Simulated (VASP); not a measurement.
# Ge (Cmcm) in VASP: further runs, part 2 of 2

VASP 6.6.1. Earlier steps stand in the parts before.

**3. Single point, PBE**

Contents of INCAR:

```
SYSTEM = Ge
PREC = Accurate
ENCUT = 450
EDIFF = 1E-6
ISMEAR = 0
SIGMA = 0.05
LREAL = .False.
LASPH = .True.
NELM = 100
ALGO = Normal
ISIF = 2
LWAVE = .False.
LCHARG = .False.
GGA = PE
ADDGRID = .False.
```

Contents of KPOINTS:

```
regular mesh
0
Gamma
  9 9 5
  0 0 0
```

Contents of POSCAR:

```
Ge
1.0
    1.4880529250     -2.5946896100      0.0000000000
    1.4880529250      2.5946896100      0.0000000000
    0.0000000000      0.0000000000      4.7275957900
Ge
2
Direct
    0.3334466300      0.6665533700      0.2500000000
    0.6665533700      0.3334466300      0.7500000000
```

Potentials or basis: VASP PAW PBE potentials, release 64 (Ge_d).

On the command line:

```bash
> cat potpaw_PBE.64/Ge_d/POTCAR > POTCAR
> mpirun -np 1 vasp_std > vasp.out
```

It took 11 s on 1 thread of Intel Xeon 6975P-C (Granite Rapids), shared host; peak memory 0.16 GiB.

These settings aren't checked as converged: the numbers below hold their error.

What came out:

- Free energy: -8.3330 eV
- Pressure: 3.1 GPa
- Band gap on the k mesh: none (metal or under the smearing width)

**4. Single point, PBE**

INCAR is that of step 3.

KPOINTS is that of step 3.

Contents of POSCAR:

```
Ge
1.0
    1.4880529250     -2.5946896100      0.0000000000
    1.4880529250      2.5946896100      0.0000000000
    0.0000000000      0.0000000000      4.7275957900
Ge
2
Direct
    0.3592940000      0.6730280000      0.2256240000
    0.6679590000      0.3129580000      0.7530700000
```

Potentials or basis: VASP PAW PBE potentials, release 64 (Ge_d).

On the command line:

```bash
> cat potpaw_PBE.64/Ge_d/POTCAR > POTCAR
> mpirun -np 1 vasp_std > vasp.out
```

OUTCAR:

```text
SYSTEM = Ge
   PREC = Accurate
   ENCUT = 450
   EDIFF = 1E-6
   ISMEAR = 0
   LREAL = .False.
   LASPH = .True.
   NELM = 100
   ISIF = 2
   GGA = PE

 Found    203 irreducible k-points:

 Following reciprocal coordinates:
            Coordinates               Weight
  0.000000  0.000000  0.000000      1.000000
  0.111111  0.000000  0.000000      2.000000
  0.000000  0.111111  0.000000      2.000000
  0.222222  0.000000  0.000000      2.000000
  0.000000  0.222222  0.000000      2.000000
  0.333333  0.000000  0.000000      2.000000
   k-points           NKPTS =    203   k-points in BZ     NKDIM =    203   number of bands    NBANDS=     18
   number of dos      NEDOS =    301   number of ions     NIONS =      2
   total plane-waves  NPLWV =  20736
   dimension x,y,z NGX =    24 NGY =   24 NGZ =   36
   dimension x,y,z NGXF=    48 NGYF=   48 NGZF=   72
   ions per type =               2
   NGX,Y,Z   is equivalent  to a cutoff of  13.34, 13.34, 12.66 a.u.
   NGXF,Y,Z  is equivalent  to a cutoff of  26.68, 26.68, 25.32 a.u.
 SYSTEM =  Ge
   PREC   = accura    normal or accurate (medium, high low for compatibility)
   ISTART =      0    job   : 0-new  1-cont  2-samecut
   ICHARG =      2    charge: 1-file 2-atom 10-const
   ISPIN  =      1    spin polarized calculation?
   LNONCOLLINEAR =      F non collinear calculations
   LSORBIT =      F    spin-orbit coupling
   LASPH  =      T    aspherical Exc in radial PAW
   ENCUT  =  450.0 eV  33.07 Ry    5.75 a.u.   5.17  5.17  8.18*2*pi/ulx,y,z
   NELM   =    100;   NELMIN=  2; NELMDL= -5     # of ELM steps
   EDIFF  = 0.1E-05   stopping-criterion for ELM
   LREAL  =      F    real-space projection
   EDIFFG = 0.1E-04   stopping-criterion for IOM
   NSW    =      0    number of steps for IOM
   IBRION =     -1    ionic relax: 0-MD 1-quasi-New 2-CG
   NFREE  =      0    steps in history (QN), initial steepest desc. (CG)
   ISIF   =      2    stress and relaxation
   ISYM   =      2    0-nonsym 1-usesym 2-fastsym
   POTIM  = 0.5000    time-step for ionic-motion
   TEBEG  =    0.0;   TEEND  =   0.0 temperature during run
   PSTRESS=    0.0 pullay stress
   NELECT =      28.0000    total number of electrons
   NUPDOWN=      -1.0000    fix difference up-down
   EMIN   =  10.00;   EMAX   =-10.00  energy-range for DOS
   EFERMI =   0.00;   METHOD = LEGACY
   ISMEAR =     0;   SIGMA  =   0.05  broadening in eV -4-tet -1-fermi 0-gaus
   EFERMI_NEDOS =   21; number of points for ismear=-14 and -15
   IALGO  =     38    algorithm
   IMIX   =      4    mixing-type and parameters
     AMIX     =   0.40;   BMIX     =  1.00
     AMIX_MAG =   1.60;   BMIX_MAG =  1.00
  volume/ion in A,a.u.               =      18.25       123.18
  Fermi-wavevector in a.u.,A,eV,Ry     =   1.498544  2.831837 30.553703  2.245634
  Thomas-Fermi vector in A             =   2.610289
   LORBIT       =      0    0 simple, 1 ext, 2 COOP (PROOUT), +10 PAW based schemes
   GGA     = PE    functional components
   LHFCALC =     F    Hartree Fock is set to
   AEXX    =    0.0000 exact exchange contribution
   IVDW    =     0    specifies the selected vdW correction
   LEPSILON=     F    determine dielectric tensor
   LRPA    =     F    only Hartree local field effects (RPA)
 non-spin polarized calculation
 Gauss-broadening in eV      SIGMA  =   0.05
  energy-cutoff  :      450.00
  volume of cell :       36.51
 maximum number of plane-waves:       801
 NGX is ok and might be reduce to    24
   NGX = 11   NGY = 11   NGZ = 17

 number of electron      28.0000007 magnetization

 Free energy of the ion-electron system (eV)
  ---------------------------------------------------
  ext. energy  EPLUGINS =         0.00000000
  ---------------------------------------------------
  free energy    TOTEN  =        -8.30664507 eV

  energy without entropy =       -8.30514194  energy(sigma->0) =       -8.30589350

 E-fermi :   7.1669     XC(G=0): -11.4603

 val. band max:        7.1570390136   @ k =   0.2222   0.4444  -0.4000
 cond. band min:       7.1701365495   @ k =  -0.4444  -0.3333   0.4000
 fundamental gap:      0.0130975359
 Fermi energy:         7.1669244243

 k-point     1 :       0.0000    0.0000    0.0000
  band No.  band energies     occupation
      1     -17.6233      2.00000
      2     -17.6138      2.00000
      3     -17.6126      2.00000
      4     -17.6103      2.00000
      5     -17.6069      2.00000
      6     -17.6000      2.00000
[... 10 lines left out ...]
     17      16.0075      0.00000
     18      17.2509      0.00000
[... 85 lines left out ...]
 k-point     6 :       0.3333    0.0000    0.0000
  band No.  band energies     occupation
      1     -17.6630      2.00000
      2     -17.6280      2.00000
      3     -17.6207      2.00000
      4     -17.6068      2.00000
      5     -17.5764      2.00000
      6     -17.5479      2.00000
[... 10 lines left out ...]
     17      11.8073      0.00000
     18      14.1222      0.00000

 [... further k-points ...]

------------------------ aborting loop because EDIFF is reached ----------------------------------------

  FORCE on cell =-STRESS in cart. coord.  units (eV):
  Direction    XX          YY          ZZ          XY          YZ          ZX
  --------------------------------------------------------------------------------------
  -------------------------------------------------------------------------------------
  Total        0.6440268      0.6602043      1.3059837      0.0586149      0.0231785      0.0460005
  in kB       28.2644403     28.9744227     57.3157819      2.5724346      1.0172375      2.0188247
  external PRESSURE =      38.1848817 kB  Pullay stress =       0.0000000 kB

 VOLUME and BASIS-vectors are now :
 -----------------------------------------------------------------------------
  energy-cutoff  :      450.00
  volume of cell :       36.51
      direct lattice vectors                 reciprocal lattice vectors
     1.488052925 -2.594689610  0.000000000     0.336009554 -0.192701277  0.000000000
     1.488052925  2.594689610  0.000000000     0.336009554  0.192701277  0.000000000
     0.000000000  0.000000000  4.727595790     0.000000000  0.000000000  0.211524006

 POSITION                                       TOTAL-FORCE (eV/Angst)
 -----------------------------------------------------------------------------------
      1.53615      0.81404      1.06666         0.001016     -0.007914      0.398125
      1.45966     -0.92112      3.56021        -0.001016      0.007914     -0.398125
 -----------------------------------------------------------------------------------
    total drift:                               -0.000125      0.000007      0.000367

  FREE ENERGIE OF THE ION-ELECTRON SYSTEM (eV)
  ---------------------------------------------------
  free  energy   TOTEN  =        -8.3066450661 eV

  energy  without entropy=       -8.3051419427  energy(sigma->0) =       -8.30589350
```

OSZICAR:

```text
N       E                     dE             d eps       ncg     rms          rms(c)
DAV:   1     0.144846926279E+03    0.14485E+03   -0.14056E+04  7690   0.415E+03
DAV:   2     0.825815727622E+01   -0.13659E+03   -0.13429E+03  7316   0.484E+02
DAV:   3    -0.789143878372E+01   -0.16150E+02   -0.15918E+02  8010   0.128E+02
DAV:   4    -0.833235857358E+01   -0.44092E+00   -0.43707E+00  8450   0.243E+01
DAV:   5    -0.833933053803E+01   -0.69720E-02   -0.69702E-02  7878   0.297E+00    0.171E+00
DAV:   6    -0.831678616980E+01    0.22544E-01   -0.22953E-02  9510   0.252E+00    0.949E-01
DAV:   7    -0.830699932265E+01    0.97868E-02   -0.16216E-02  9536   0.172E+00    0.910E-02
DAV:   8    -0.830663315801E+01    0.36616E-03   -0.15157E-03  9002   0.740E-01    0.288E-02
DAV:   9    -0.830664362532E+01   -0.10467E-04   -0.60247E-05  7728   0.740E-02    0.135E-02
DAV:  10    -0.830664473394E+01   -0.11086E-05   -0.15193E-06  5562   0.143E-02    0.232E-03
DAV:  11    -0.830664506606E+01   -0.33213E-06   -0.39099E-07  3818   0.121E-02
   1 F= -.83066451E+01 E0= -.83058935E+01  d E =-.150312E-02
```

Wall time 28 s (1 thread of Intel Xeon 6975P-C (Granite Rapids), shared host); peak memory 0.21 GiB.

The run converged, but some of its settings lie outside the range that counts as converged, so its numbers aren't taken as properties of the crystal.

What came out:

```yaml
Free_energy: -8.3066 eV
Pressure: 3.8 GPa
Largest_force: 0.398 eV/Å
Band_gap_on_the_k_mesh: none (metal or under the smearing width)
```

**5. Single point, PBE**

INCAR: that of step 4 with these lines changed.

```diff
@@ -4,3 +4,3 @@
 EDIFF = 1E-6
-ISMEAR = 0
+ISMEAR = -5
 SIGMA = 0.05
```

KPOINTS is that of step 4.

Contents of POSCAR:

```
Ge
1.0
    1.4880529250     -2.5946896100      0.0000000000
    1.4880529250      2.5946896100      0.0000000000
    0.0000000000      0.0000000000      4.7275957900
Ge
2
Direct
    0.3334466300      0.6665533700      0.2500000000
    0.6665533700      0.3334466300      0.7500000000
```

On the command line:

```bash
> cat potpaw_PBE.64/Ge_d/POTCAR > POTCAR
> mpirun -np 1 vasp_std > vasp.out
```

It took 12 s on 1 thread of Intel Xeon 6975P-C (Granite Rapids), shared host; peak memory 0.17 GiB.

The run converged, but some of its settings lie outside the range that counts as converged, so its numbers aren't taken as properties of the crystal.

What came out:

```yaml
Free_energy: -8.3470 eV
Pressure: 4.4 GPa
Largest_force: 0.004 eV/Å
Band_gap_on_the_k_mesh: none (metal or under the smearing width)
```

Caveat: tetrahedron occupations give inexact forces and stress in metals.

**6. Single point, PBE**

INCAR is that of step 5.

KPOINTS is that of step 5.

Contents of POSCAR:

```
Ge
1.0
    1.4880529250     -2.5946896100      0.0000000000
    1.4880529250      2.5946896100      0.0000000000
    0.0000000000      0.0000000000      4.7275957900
Ge
2
Direct
    0.3592940000      0.6730280000      0.2256240000
    0.6679590000      0.3129580000      0.7530700000
```

Potentials or basis: VASP PAW PBE potentials, release 64 (Ge_d).

On the command line:

```bash
> cat potpaw_PBE.64/Ge_d/POTCAR > POTCAR
> mpirun -np 1 vasp_std > vasp.out
```

It took 29 s on 1 thread of Intel Xeon 6975P-C (Granite Rapids), shared host; peak memory 0.21 GiB.

These settings aren't checked as converged: the numbers below hold their error.

Results:

| Item | Value |
| --- | --- |
| Free energy | -8.3226 eV |
| Pressure | 5.0 GPa |
| Largest force | 0.317 eV/Å |
| Band gap on the k mesh | none (metal or under the smearing width) |

Caveat: tetrahedron occupations give inexact forces and stress in metals.
